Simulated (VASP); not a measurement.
A run of VASP 6.6.1 is set up as follows.

Contents of INCAR:

```
ALGO = Normal
EDIFF = 1E-7
EDIFFG = -0.005
ENCUT = 600
GGA = PS
IBRION = 2
ISIF = 3
ISMEAR = 0
KPAR = 4
LASPH = T
LCHARG = F
LREAL = F
LWAVE = F
NELM = 80
NSW = 90
PREC = Accurate
SIGMA = 0.03
```

Contents of KPOINTS:

```
k-points
0
Gamma
  8 8 8
```

Contents of POSCAR:

```
GaP                                     
1.0
    0.0000000000      2.7184163014      2.7184163014
    2.7184163014      0.0000000000      2.7184163014
    2.7184163014      2.7184163014      0.0000000000
  Ga              P             
     1     1
Direct
     0.0000000000000000    0.0000000000000000    0.0000000000000000
     0.2500000000000000    0.2500000000000000    0.2500000000000000
```

Potentials or basis: VASP PAW PBE potentials, release 64 (Ga_d, P).

The run is started by

```bash
$ cat potpaw_PBE.64/Ga_d/POTCAR potpaw_PBE.64/P/POTCAR > POTCAR
$ mpirun -np 4 vasp_std > vasp.out
```

Problem. What does it give for the band gap on the k mesh?

Solution. 1.50 eV, indirect (least direct gap 1.81 eV).

Final structure:
```
Ga P
1.0
     0.00000    2.71842    2.71842
     2.71842    0.00000    2.71842
     2.71842    2.71842    0.00000
Ga P
1 1
Direct
  0.00000 0.00000 0.00000
  0.25000 0.25000 0.25000
```

Caveat: the relaxation stopped at its first step, so nothing moved. A k mesh can miss the band edges.
